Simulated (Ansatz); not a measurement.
## TiCo and the effect of the pressure

The cell as given:

```
Co Ti
1.0
     2.98611    0.00000    0.00000
     0.00000    2.98611    0.00000
     0.00000    0.00000    2.98611
Co Ti
1 1
Direct
  0.50000 0.50000 0.50000
  0.00000 0.00000 0.00000
```

The cell comes from a database or a generator and needn't be the stable form of this composition.

Kept alike: task relaxation of cell and atoms; functional PBEsol; k mesh 9 × 9 × 9; occupations fermi-dirac, width 0.05 eV; collinear spin, ferromagnetic start. Program: Ansatz, Ansatz PAW, cutoff 420 eV. The mesh is that of the run's cell of 2 atoms. No spin-orbit coupling.

| run | volume (Å³/atom) | largest site moment (μB) |
| --- | --- | --- |
| A | 12.365 | 0.61 |
| B | 12.680 | 0.66 |
| C | 11.610 | 0.49 |
| D | 12.548 | 0.64 |
| E | 12.086 | 0.56 |

The relaxations keep at least the cell's symmetry (Pm-3m). For a metal such a mesh leaves the last digits unconverged. Runs of this series that gave no sound value for these columns are left out. The runs follow the start's structure, whether or not it is the stable one at these pressures. Ansatz's relaxations hold a Pulay term in the stress (up to 0.1 GPa here). P is the pressure aimed at, which the runs meet within some hundredths to tenths of a GPa. The runs hold the magnetic state that their start led to, which needn't be the lowest. Site moments count inside each atom's sphere or projector. All rows use potentials made for PBE.

The runs differ in the pressure alone: 0; 2; 5; 10; 20 GPa. Which run is which?

Run A is 5 GPa; run B is 0 GPa; run C is 20 GPa; run D is 2 GPa; run E is 10 GPa. The volume falls from 12.680 to 11.610 Å³/atom between 0 and 20 GPa. The volume falls ever more slowly, since the solid stiffens under load. At the pressures aimed at, which the runs meet within some tenths of a GPa, the step from 0 to 5 GPa gives a mean bulk modulus near 199 GPa, the last step 249 GPa. The largest site moment falls from 0.66 to 0.49 μB between 0 and 20 GPa.
